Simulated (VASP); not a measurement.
Here is a VASP 6.6.1 calculation.

File INCAR:

```
SYSTEM = H19NO8
PREC = Accurate
ENCUT = 520
EDIFF = 1E-7
ISMEAR = -1
SIGMA = 0.02
LREAL = Auto
LASPH = .TRUE.
NELM = 100
ALGO = Normal
ISIF = 2
LWAVE = .FALSE.
LCHARG = .TRUE.
GGA = PS
LELF = .TRUE.
LVHAR = .TRUE.
NBANDS = 56
```

The input KPOINTS:

```
regular mesh
0
G
  1 1 1
  0 0 0
```

File POSCAR:

```
H19NO8
1.0
    7.1315270000      0.0000000000      0.0000000000
    0.0000000000      7.1315270000      0.0000000000
    0.0000000000      0.0000000000      7.1315270000
O H N
8 19 1
Direct
    0.5862278864      0.1284998290      0.0619082000
    0.2793791568      0.6325012862      0.5186827449
   -0.0747245295      0.1119535830      0.3686026850
    1.0750993441      0.4426541469      0.2574063030
    0.4024383558     -0.0557664579      0.3955253903
    0.4637295771      0.4067712287      0.7326902079
    0.2449265073      0.2549103439      0.9926205145
    0.6851127395      0.9621221374      0.7788654520
    0.6279300352      0.2574343475      0.0355463844
    0.6130524360      0.0441981079     -0.0504380058
    0.3557162442      0.7265765102      0.4458231736
    0.2054538951      0.5717709545      0.4196296249
   -0.1760071861      0.0816374950      0.2785658667
   -0.1452003197      0.0999084768      0.4933165085
    1.0097977614      0.3274053369      0.3084332430
    1.1378769231      0.3733562251      0.1489021916
    0.2756492403     -0.0150879328      0.4094354547
    0.4470010420      0.0070672102      0.2848478313
    0.4164325536      0.5058523932      0.6522726479
    0.4885910128      0.3057549947      0.6451353266
    0.3064981735      0.3351175702      0.8913378579
    0.3634284775      0.1876877140      1.0328363056
    0.6198532236      0.8629007504      0.7083896618
    0.8414607419      0.9346525646      0.7861429957
    0.0731540384      0.9651649640      0.9425330648
    0.0142325760      0.7413279092      0.9100715737
    0.1461398099      0.8466489715      0.7485072972
    0.0332747811      0.8678786465      0.8372680914
```

Potentials or basis: VASP PAW PBE potentials, release 64 (O, H, N).

Command:

```console
$ cat potpaw_PBE.64/O/POTCAR potpaw_PBE.64/H/POTCAR potpaw_PBE.64/N/POTCAR > POTCAR
$ mpirun -np 1 vasp_gam > vasp.out
```

Q: What does it give for the pressure?

A: -0.6 GPa.

Q: Estimate the band gap on the k mesh.

A: 3.96 eV, direct.

Q: Estimate the largest force.

A: 2.131 eV/Å.

Stress tensor (GPa, compression positive):
```
-0.85 -0.63  0.10
-0.63 -0.36 -0.23
 0.10 -0.23 -0.53
```

Caveat: the PAW data sets were made with another functional, which shifts forces and pressure a little.
